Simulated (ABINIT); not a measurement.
Here is an ABINIT 10.8.3 (patched build) calculation.

File run.abi:

```
# Datasets: ground state, then fixed potential
ndtset 2

# Pseudopotentials
pp_dirpath "./"
pseudos "Pb.GGA_PBE-JTH_sp.xml, Se.GGA_PBE-JTH.xml"

# Structure
acell 3*1.0 Angstrom
rprim
     0.0000000000     3.0606500000     3.0606500000
     3.0606500000     0.0000000000     3.0606500000
     3.0606500000     3.0606500000     0.0000000000
ntypat 2
znucl 82 34
natom 2
typat 1 2
xred
     0.0000000000     0.0000000000     0.0000000000
     0.5000000000     0.5000000000     0.5000000000

# Plane-wave basis
ecut 489.804952 eV
pawecutdg 36.0

# Exchange and correlation
ixc -263267
usekden 1
pawxcdev 0

# Bands and occupations
occopt 3
tsmear 0.00183747

# SCF cycle
nstep 100

# Output
iomode 3
prtwf 0
prteig 0
prtebands 0
enunit 1
prtden1 1
prtkden1 1

# Dataset 1
kptopt1 1
ngkpt1 8 8 8
nshiftk1 1
shiftk1 0.0 0.0 0.0
nband1 9
tolvrs1 1.0e-7

# Dataset 2: bands along G-X-W-K-G-L-U-W-L-K
iscf2 -2
getden2 1
getkden2 1
nband2 13
nbdbuf2 2
tolwfr2 1.0e-12
kptopt2 -9
ndivsm2 5
prteig2 1
prtvol2 -3
kptbounds2
     0.0000000000     0.0000000000     0.0000000000
     0.5000000000     0.0000000000     0.5000000000
     0.5000000000     0.2500000000     0.7500000000
     0.3750000000     0.3750000000     0.7500000000
     0.0000000000     0.0000000000     0.0000000000
     0.5000000000     0.5000000000     0.5000000000
     0.6250000000     0.2500000000     0.6250000000
     0.5000000000     0.2500000000     0.7500000000
     0.5000000000     0.5000000000     0.5000000000
     0.3750000000     0.3750000000     0.7500000000
```

Potentials or basis: JTH PAW PBE v2.0 sp.

The run is started by

```sh
$ abinit run.abi > log 2>&1
```

**Question.** What does it give for the pressure?

**Answer.** 1.4 GPa.

**Question.** Estimate the band gap on the k mesh.

**Answer.** 0.52 eV, direct.

**Question.** Estimate the band gap along the path.

**Answer.** 0.52 eV, direct.

Levels at the corners of the path, in eV from the valence-band top:
| point | band 3 | band 4 | band 5 | band 6 | band 7 | band 8 |
| --- | --- | --- | --- | --- | --- | --- |
| Γ | -1.94 | -1.94 | -1.94 | 4.85 | 4.85 | 4.85 |
| X | -5.11 | -3.33 | -3.33 | 4.13 | 5.83 | 5.83 |
| W | -4.35 | -4.35 | -0.83 | 2.01 | 5.33 | 5.33 |
| K | -4.70 | -2.82 | -2.47 | 3.67 | 4.15 | 5.79 |
| Γ | -1.94 | -1.94 | -1.94 | 4.85 | 4.85 | 4.85 |
| L | -1.54 | -1.54 | 0.00 | 0.52 | 1.79 | 1.79 |
| U | -4.70 | -2.82 | -2.47 | 3.67 | 4.15 | 5.79 |
| W | -4.35 | -4.35 | -0.83 | 2.01 | 5.33 | 5.33 |
| L | -1.54 | -1.54 | 0.00 | 0.52 | 1.79 | 1.79 |
| K | -4.70 | -2.82 | -2.47 | 3.67 | 4.15 | 5.79 |

Caveat: the PAW data sets were made with another functional, which shifts forces and pressure a little; spin-orbit coupling is left out, which as a rule narrows the gap of such compounds by several tenths of an eV; this set keeps more shells in the core, which shifts pressures and gaps.

**The experiment to reproduce.**

From a printed reference work, monograph, for a bulk crystal of PbSe at 4.2 K: band gap 0.15 eV (direct).

Against the measured gap of PbSe, 0.15 eV (direct; 4.2 K; a printed reference work, monograph), the calculated 0.52 eV is off by +0.37 eV. 2 values of this kind are on record (0.15 to 0.28 eV); this one was drawn at random. Spin-orbit coupling on Pb, Se is left out. The value is that of SCAN, without temperature or zero-point motion.
